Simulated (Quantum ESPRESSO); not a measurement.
Crystal: Ga2O.

```
CELL_PARAMETERS angstrom
3.75268 0.00000 0.00000
-1.87634 3.24992 0.00000
0.00000 0.00000 3.73705
ATOMIC_POSITIONS crystal
Ga 0.66667 0.33333 0.50000
Ga 0.33333 0.66667 0.50000
O 0.00000 0.00000 0.00000
```

The cell was built by a generator and needn't be a form met in nature.

```yaml
Program: Quantum ESPRESSO 7.5
Task: phonon dispersion
Functional: PBEsol
Potentials_or_basis: PseudoDojo 0.4.1 SR PBEsol standard
Cutoff: 1143 eV
Density_cutoff: 4572 eV
k_mesh: 4 × 4 × 4, shifted
Occupations: fermi-dirac, width 0.05 eV
Spin: no spin polarisation
Mixing_beta: 0.5
Most_SCF_iterations: 120
SCF_threshold: 6e-10 Ry
q_mesh: 2 × 2 × 2
```

The cell and the atoms were relaxed first, to 14.59 Å³/atom (a = 4.123 Å, b = 4.123 Å, c = 2.974 Å, α = 90.00°, β = 90.00°, γ = 120.00°), and the response was taken there.

Q: Is this structure dynamically stable at this level, and how far does the spectrum reach?

A: No: the interpolated spectrum has imaginary modes, down to 342i cm⁻¹ near L. The highest frequency is 302 cm⁻¹.

Phonon frequencies at the corners of the path (cm⁻¹, interpolated; i marks imaginary ones):
| point | frequencies |
| --- | --- |
| Γ | 325i 325i 187i 144i 0 0 0 162 162 |
| M | 255i 191i 132i 127i 95i 26 108 247 269 |
| K | 213i 213i 138i 111i 111i 64 191 191 292 |
| A | 129i 129i 114i 104i 104i 137 234 234 302 |
| L | 342i 243i 144i 31i 62 91 194 246 259 |
| H | 311i 311i 157i 61 61 158 158 201 281 |

Phonon states per cell in windows of 50 cm⁻¹ (negative: imaginary):
```
from (cm⁻¹)  total    Ga     O
       -350   0.20  0.00  0.20
       -300   1.00  0.03  0.97
       -250   0.73  0.03  0.70
       -200   0.12  0.05  0.07
       -150   1.51  1.43  0.08
       -100   0.85  0.80  0.05
        -50   0.39  0.36  0.03
          0   0.36  0.29  0.07
         50   0.74  0.58  0.16
        100   0.52  0.41  0.11
        150   0.46  0.23  0.23
        200   1.34  1.12  0.22
        250   0.78  0.66  0.11
```

A q mesh this small can miss soft modes between its points.

Caveat: the k mesh is coarse (spacing up to 0.48 Å⁻¹), so the values aren't converged; the mesh is thin for the phonons of a metal; some modes are imaginary; the layers were relaxed without a dispersion term, so their spacing and the soft interlayer modes are unreliable; before the sum rule the acoustic modes lie tens of cm⁻¹ from zero, a sign that the density grid also shifts the optical modes; the q mesh is small, so phonon branches between its points and thermal values are rough.
